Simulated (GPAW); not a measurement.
# InP (F-43m) in GPAW: reference runs

How does InP come out in PBE? The cell is run as given and disturbed.

Program: GPAW 26.7.0. These are calculated values, not measurements. Logs are shortened: lines on timing, memory, paths and dates and some standing lists are left out, and cuts for length are marked. The log counts tension as positive stress, the text compression.

**What was measured.**

A printed reference work, data compilation reports, for a bulk crystal of InP at 1.6 K: band gap 1.4236 eV (direct).

How close the calculation comes is told below.

### Step 1. Starting point

The structure is cubic, space group F-43m (No. 216). Conventional cell: a = 5.861 Å, b = 5.861 Å, c = 5.861 Å, α = 90.00°, β = 90.00°, γ = 90.00°. In (site symmetry -43m) is surrounded by 4 P at 2.54 Å. Around P (site symmetry -43m) lie 4 In at 2.54 Å.

### Step 2. Single point, PBE

run.py reads:

```python
from ase import Atoms
from ase.dft.bandgap import bandgap
from ase.io import write
from ase.units import Bohr, GPa
from gpaw import GPAW, PW
from gpaw.elf import elf_from_dft_calculation

atoms = Atoms(['In', 'P'],
              cell=[[0.0, 2.9305, 2.9305],
                    [2.9305, 0.0, 2.9305],
                    [2.9305, 2.9305, 0.0]],
              scaled_positions=[[0.0, 0.0, 0.0],
                                [0.75, 0.75, 0.75]],
              pbc=True)

calc = GPAW(mode=PW(600),
            xc='PBE',
            kpts={'size': (8, 8, 8), 'gamma': True},
            occupations={'name': 'fermi-dirac', 'width': 0.05},
            nbands=18,
            convergence={'density': 1e-05, 'energy': 1e-05},
            maxiter=150,
            txt='gpaw.txt')
atoms.calc = calc
energy = atoms.get_potential_energy()
forces = atoms.get_forces()
stress = atoms.get_stress()
calc.write('gs.gpw')
write('result.traj', atoms)
print(f'Energy: {energy:.6f} eV')
print('Forces (eV/A):')
print(forces.round(4))
print('Stress (GPa):', (stress / GPa).round(3))
print('Fermi level:', round(calc.get_fermi_level(), 4), 'eV')
print(f'Gap: {bandgap(calc)[0]:.4f} eV, direct: {bandgap(calc, direct=True)[0]:.4f} eV')

# fields on the real-space grid
write('density.cube', atoms, data=calc.get_pseudo_density() * Bohr**3)
write('potential.cube', atoms, data=calc.get_electrostatic_potential())
write('elf.cube', atoms, data=elf_from_dft_calculation(calc).data)
```

Potentials or basis: GPAW PAW data sets (gpaw-data 1.2.1), pw.

Started as:

```console
$ OMP_NUM_THREADS=1 python run.py
```

gpaw.txt:

```text
__  _  _
 | _ |_)|_||  |
 |__||  | ||/\| - 26.7.0

Input parameters:
  mode=PW(ecut=600.0),
  convergence={'density': 1e-05, 'energy': 1e-05},
  kpts=MonkhorstPack(size=(8, 8, 8), gamma=True),
  maxiter=150,
  nbands=18,
  occupations=Occupations(name='fermi-dirac', width=0.05),
  xc=XC(name='PBE')

Diagonalizing LCAO Hamiltonian
Converting LCAO to pw mode

                     P

       In

Atoms  # Å, Bohr magnetons
|   | symbol |        x |        y |        z |    initial magnetic moments |
|---|--------|----------|----------|----------|-----------------------------|
| 0 |     In | 0.000000 | 0.000000 | 0.000000 | ( 0.0000,  0.0000,  0.0000) |
| 1 |      P | 4.395750 | 4.395750 | 4.395750 | ( 0.0000,  0.0000,  0.0000) |

Unit cell  # Å
| periodic |        x |        y |        z |  lengths |    angles |
|----------|----------|----------|----------|----------|-----------|
|      yes | 0.000000 | 2.930500 | 2.930500 | 4.144353 | 60.000000 |
|      yes | 2.930500 | 0.000000 | 2.930500 | 4.144353 | 60.000000 |
|      yes | 2.930500 | 2.930500 | 0.000000 | 4.144353 | 60.000000 |

Number of symmetries: 24
Symmetry operations  # r_c * U_cc + t_c -> r_c
|    | kind |            matrix            |
|----|------|------------------------------|
|  0 |  E   |  1, 0, 0,  0, 1, 0,  0, 0, 1 |
|  1 |  σ   |  1, 0, 0,  0, 0, 1,  0, 1, 0 |
|  2 |  σ   |  1, 0,-1,  0, 1,-1,  0, 0,-1 |
|  3 |  C3  |  1, 0,-1,  0, 0,-1,  0, 1,-1 |
|  4 |  C3  |  1,-1, 0,  0,-1, 1,  0,-1, 0 |
|  5 |  σ   |  1,-1, 0,  0,-1, 0,  0,-1, 1 |
|  6 |  σ   |  0, 1, 0,  1, 0, 0,  0, 0, 1 |
|  7 |  C3  |  0, 1, 0,  0, 0, 1,  1, 0, 0 |
|  8 |  C2  |  0, 1,-1,  1, 0,-1,  0, 0,-1 |
|  9 |  S4  |  0, 1,-1,  0, 0,-1,  1, 0,-1 |
| 10 |  C3  |  0, 0, 1,  1, 0, 0,  0, 1, 0 |
| 11 |  σ   |  0, 0, 1,  0, 1, 0,  1, 0, 0 |
| 12 |  S4  |  0, 0,-1,  1, 0,-1,  0, 1,-1 |
| 13 |  C3  |  0, 0,-1,  0, 1,-1,  1, 0,-1 |
| 14 |  S4  |  0,-1, 1,  1,-1, 0,  0,-1, 0 |
| 15 |  C2  |  0,-1, 1,  0,-1, 0,  1,-1, 0 |
| 16 |  C3  |  0,-1, 0,  1,-1, 0,  0,-1, 1 |
| 17 |  S4  |  0,-1, 0,  0,-1, 1,  1,-1, 0 |
| 18 |  S4  | -1, 1, 0, -1, 0, 1, -1, 0, 0 |
| 19 |  C3  | -1, 1, 0, -1, 0, 0, -1, 0, 1 |
| 20 |  C3  | -1, 0, 1, -1, 1, 0, -1, 0, 0 |
| 21 |  S4  | -1, 0, 1, -1, 0, 0, -1, 1, 0 |
| 22 |  σ   | -1, 0, 0, -1, 1, 0, -1, 0, 1 |
| 23 |  C2  | -1, 0, 0, -1, 0, 1, -1, 1, 0 |

BZ-sampling:
  Number of BZ points: 512
  Number of IBZ points: 29

  Monkhorst-Pack size: [8, 8, 8]
  Monkhorst-Pack shift: [0.0625, 0.0625, 0.0625]

K-points  # in reciprocal-cell coordinates
|     |                                coordinates |     weight |
|-----|--------------------------------------------|------------|
|   0 | (  0.00000000,   0.00000000,   0.00000000) | 0.00195312 |
|   1 | (  0.12500000,   0.12500000,   0.00000000) | 0.01171875 |
|   2 | (  0.12500000,   0.12500000,   0.12500000) | 0.01562500 |
|   3 | (  0.25000000,   0.12500000,   0.12500000) | 0.02343750 |
|   4 | (  0.25000000,   0.25000000,   0.00000000) | 0.01171875 |
|   5 | (  0.25000000,   0.25000000,   0.12500000) | 0.04687500 |
|   6 | (  0.25000000,   0.25000000,   0.25000000) | 0.01562500 |
|   7 | (  0.37500000,   0.25000000,  -0.37500000) | 0.04687500 |
|   8 | (  0.37500000,   0.25000000,   0.12500000) | 0.04687500 |
|   9 | (  0.37500000,   0.25000000,   0.25000000) | 0.04687500 |
| ... |                                            |            |
|  28 | (  0.50000000,   0.50000000,   0.50000000) | 0.00781250 |

Plane wave coefficients: 1700
Cutoff: 600.0 eV

Spin-components: 1 (collinear spins)
Bands:           18
Projectors:      11
Spin-degeneracy: 2
Datatype:        complex128

Density:
  Valence electrons: 18.0
  Components: 1
  Grid points: [24 24 24]
  Charge: 0.0  # |e|

Potential:
  Grid points: [24 24 24]

species:
  In:
    name:    Indium
    Z:       49.0
    valence: 13
    core:    36
    charge:  0.0  # [|e|]
    compensation charges:
      type: gauss
      rc: 0.36  # [Å]
      lmax: 2
    cutoffs:
      filter: 2.09  # [Å]
      core: 2.48  # [Å]
    projectors
    | kind |    occ | energy [eV] | rcut [Å] |
    |------|--------|-------------|----------|
    |   5s |  2.000 |      -8.203 |    1.185 |
    |   5p |  1.000 |      -2.521 |    1.244 |
    |   4d | 10.000 |     -18.629 |    1.148 |
    |    s |        |      19.008 |    1.185 |
    |    p |        |      24.691 |    1.244 |
    |    d |        |       8.583 |    1.148 |

    Using partial waves for In as LCAO basis

  P:
    name:    Phosphorus
    Z:       15.0
    valence: 5
    core:    10
    charge:  0.0  # [|e|]
    compensation charges:
      type: gauss
      rc: 0.30  # [Å]
      lmax: 2
    cutoffs:
      filter: 1.69  # [Å]
      core: 1.81  # [Å]
    projectors
    | kind |    occ | energy [eV] | rcut [Å] |
    |------|--------|-------------|----------|
    |   3s |  2.000 |     -13.968 |    0.953 |
    |   3p |  3.000 |      -5.506 |    0.953 |
    |    s |        |      13.244 |    0.953 |
    |    p |        |      21.705 |    0.953 |
    |    d |        |       0.000 |    0.953 |

    Using partial waves for P as LCAO basis

Reference energy: -169278.333319  # eV

eigensolver:
  PPCG
  Converge bands: occupied
  niter=2

density mixing:
  MSR1-Mixer
  Pratt-step length: 0.05
  Maximum mixing coefficient: 0.75
  Old densities: 10
  SVD Regularization: 0.005
  Good broyden scale: 1.0
  Trust region scale: 1.0
  Backstep threshold: 4.0
  History deletion threshold: 6.0
  Fourier metric: weight=20.0, sigma=0.015

occupation numbers:
  Fermi-Dirac:
    width: 0.0500  # eV

poisson solver:
  ecut: 4800.0  # eV

xc functional:
  name: PBE with 2 nearest neighbor stencil

convergence criteria:
- Maximum integral of absolute [dens]ity change: 1e-05 electrons / valence electron
- Maximum [total energy] change in last 3 cyles: 1e-05 eV / valence electron
- Maximum integral of absolute [eigenst]ate change: 4e-08 eV^2 / valence electron
maximum number of iterations: 150

SCF iterations
|iter     | |      energy | eigst |  dens |
|---------|-|-------------|-------|-------|
|iter:   1| |   -8.967221 | -0.28 |       |
|iter:   2| |   -8.891187 | -2.21 | -1.11 |
|iter:   3| |   -8.612391 | -1.76 | -1.16 |
|iter:   4| |   -8.612336 | -3.19 | -1.74 |
|iter:   5| |   -8.612446c| -3.94 | -2.24 |
|iter:   6| |   -8.612493c| -5.37 | -3.03 |
|iter:   7| |   -8.612498c| -6.47 | -3.53 |
|iter:   8| |   -8.612498c| -7.93c| -4.58 |
|iter:   9| |   -8.612498c| -8.29c| -5.33c|

Converged in 9 steps
Energy contributions relative to reference atoms: (reference = -169278.333319)

Energy contributions:
  Kinetic:          22.519798
  Coulomb:         -20.607946
  Zero:              0.128393
  External:          0.000000
  Xc:              -10.652741
  Entropy:          -0.000005
  Spinorbit:         0.000000
  ----------------------------
  Free energy:      -8.612500
  Extrapolated:     -8.612498

dipole moment: (-16.908366, -16.908366, -16.908366)  # |e|*Ang

Fermi level: 5.304
Eigenvalues  # (at kpt = [0.000, 0.000, 0.000])
| band index |      eig [eV] | occ [0-2] |
|------------|---------------|-----------|
|          0 |        -9.182 |     2.000 |
|          1 |        -9.182 |     2.000 |
|          2 |        -9.182 |     2.000 |
|          3 |        -9.028 |     2.000 |
|          4 |        -9.028 |     2.000 |
|          5 |        -6.605 |     2.000 |
[... 10 lines left out ...]
|         16 |        16.132 |     0.000 |
|         17 |        16.132 |     0.000 |

Gap: 0.711 eV
Transition (v -> c):
  (s=0, k=0, n=8, [0.00, 0.00, 0.00]) -> (s=0, k=0, n=9, [0.00, 0.00, 0.00])
No difference between direct/indirect transitions

Forces  # eV/Ang
|        x |        y |        z |
|----------|----------|----------|
| -0.00000 |  0.00000 |  0.00000 |  # In   0
|  0.00000 | -0.00000 | -0.00000 |  # P    1

Stress tensor  # eV/Ang^3
|         x |         y |         z |
|-----------|-----------|-----------|
| -0.019001 | -0.000000 | -0.000000 |
| -0.000000 | -0.019001 |  0.000000 |
| -0.000000 |  0.000000 | -0.019001 |

# Writing to gs.gpw (mode='')
```

stdout:

```text
Energy: -8.612498 eV
Forces (eV/A):
[[-0.  0.  0.]
 [ 0. -0. -0.]]
Stress (GPa): [-3.044 -3.044 -3.044  0.    -0.    -0.   ]
Fermi level: 5.3039 eV
Gap: 0.7109 eV, direct: 0.7109 eV
```

Run time: 18 s. Hardware: 1 thread of Arm Neoverse V1, shared host; peak memory 0.16 GiB.

What came out:

| Item | Value |
| --- | --- |
| Free energy | -8.6125 eV |
| Pressure | 3.0 GPa |
| Band gap on the k mesh | 0.71 eV, direct |

Caveat: spin-orbit coupling is left out, which moves the levels of the heavy elements.

### Step 3. Single point, PBE (atoms moved at random, drawn with an rms of 0.05 Å)

run.py, as its differences from that of step 2:

```diff
@@ -3,5 +3,4 @@
 from ase.io import write
-from ase.units import Bohr, GPa
+from ase.units import GPa
 from gpaw import GPAW, PW
-from gpaw.elf import elf_from_dft_calculation
 
@@ -11,4 +10,4 @@
                     [2.9305, 2.9305, 0.0]],
-              scaled_positions=[[0.0, 0.0, 0.0],
-                                [0.75, 0.75, 0.75]],
+              scaled_positions=[[0.007649, -0.008311, -0.011907],
+                                [0.755472, 0.745867, 0.765181]],
               pbc=True)
@@ -35,6 +34 @@
 print(f'Gap: {bandgap(calc)[0]:.4f} eV, direct: {bandgap(calc, direct=True)[0]:.4f} eV')
-
-# fields on the real-space grid
-write('density.cube', atoms, data=calc.get_pseudo_density() * Bohr**3)
-write('potential.cube', atoms, data=calc.get_electrostatic_potential())
-write('elf.cube', atoms, data=elf_from_dft_calculation(calc).data)
```

Potentials or basis: GPAW PAW data sets (gpaw-data 1.2.1), pw.

Started as:

```console
$ OMP_NUM_THREADS=1 python run.py
```

gpaw.txt:

```text
__  _  _
 | _ |_)|_||  |
 |__||  | ||/\| - 26.7.0

Input parameters:
  mode=PW(ecut=600.0),
  convergence={'density': 1e-05, 'energy': 1e-05},
  kpts=MonkhorstPack(size=(8, 8, 8), gamma=True),
  maxiter=150,
  nbands=18,
  occupations=Occupations(name='fermi-dirac', width=0.05),
  xc=XC(name='PBE')

Diagonalizing LCAO Hamiltonian
Converting LCAO to pw mode

                     P

       In

Atoms  # Å, Bohr magnetons
|   | symbol |         x |         y |         z |    initial magnetic moments |
|---|--------|-----------|-----------|-----------|-----------------------------|
| 0 |     In | -0.059249 | -0.012478 | -0.001940 | ( 0.0000,  0.0000,  0.0000) |
| 1 |      P |  4.428126 |  4.456274 |  4.399674 | ( 0.0000,  0.0000,  0.0000) |

Unit cell  # Å
| periodic |        x |        y |        z |  lengths |    angles |
|----------|----------|----------|----------|----------|-----------|
|      yes | 0.000000 | 2.930500 | 2.930500 | 4.144353 | 60.000000 |
|      yes | 2.930500 | 0.000000 | 2.930500 | 4.144353 | 60.000000 |
|      yes | 2.930500 | 2.930500 | 0.000000 | 4.144353 | 60.000000 |

[... 147 lines left out ...]

Energy contributions:
  Kinetic:          22.871727
  Coulomb:         -20.872353
  Zero:              0.127906
  External:          0.000000
  Xc:              -10.681651
  Entropy:          -0.000014
  Spinorbit:         0.000000
  ----------------------------
  Free energy:      -8.554385
  Extrapolated:     -8.554378

dipole moment: (21.916685, 2.942839, 2.766724)  # |e|*Ang

Fermi level: 5.372
Eigenvalues  # (at kpt = [0.000, 0.000, 0.000])
| band index |      eig [eV] | occ [0-2] |
|------------|---------------|-----------|
|          0 |        -9.247 |     2.000 |
|          1 |        -9.202 |     2.000 |
|          2 |        -9.183 |     2.000 |
|          3 |        -9.050 |     2.000 |
|          4 |        -9.049 |     2.000 |
|          5 |        -6.597 |     2.000 |
[... 10 lines left out ...]
|         16 |        15.944 |     0.000 |
|         17 |        16.155 |     0.000 |

Gap: 0.531 eV
Transition (v -> c):
  (s=0, k=0, n=8, [0.00, 0.00, 0.00]) -> (s=0, k=0, n=9, [0.00, 0.00, 0.00])
No difference between direct/indirect transitions

Forces  # eV/Ang
|        x |        y |        z |
|----------|----------|----------|
|  0.77225 |  0.62572 |  0.22314 |  # In   0
| -0.77218 | -0.62568 | -0.22315 |  # P    1

Stress tensor  # eV/Ang^3
|         x |         y |         z |
|-----------|-----------|-----------|
| -0.020329 | -0.003985 | -0.013111 |
| -0.003985 | -0.021066 | -0.016277 |
| -0.013111 | -0.016277 | -0.022384 |

# Writing to gs.gpw (mode='')
```

stdout:

```text
Energy: -8.554378 eV
Forces (eV/A):
[[ 0.7722  0.6257  0.2231]
 [-0.7722 -0.6257 -0.2231]]
Stress (GPa): [-3.257 -3.375 -3.586 -2.608 -2.101 -0.639]
Fermi level: 5.3718 eV
Gap: 0.5308 eV, direct: 0.5308 eV
```

Run time: 2.3 min. Hardware: 1 thread of Arm Neoverse V1, shared host; peak memory 0.36 GiB.

Results:

| Quantity | Value |
| --- | --- |
| Free energy | -8.5544 eV |
| Pressure | 3.4 GPa |
| Largest force | 1.019 eV/Å |
| Band gap on the k mesh | 0.53 eV, direct |

Forces in eV/Å, atoms in the order of the input:
```
In   0.772  0.626  0.223
P   -0.772 -0.626 -0.223
```

Stress tensor (GPa, compression positive):
```
3.26 0.64 2.10
0.64 3.38 2.61
2.10 2.61 3.59
```

Caveat: spin-orbit coupling is left out, which moves the levels of the heavy elements.

### Step 4. How close it comes

Step 2. A measured gap of InP is 1.4236 eV (direct; 1.6 K; a printed reference work, data compilation); the calculated 0.71 eV misses it by -0.71 eV. Spin-orbit coupling on In is left out. The value is that of PBE, without temperature or zero-point motion. Semilocal functionals fall short of measured gaps as a rule.
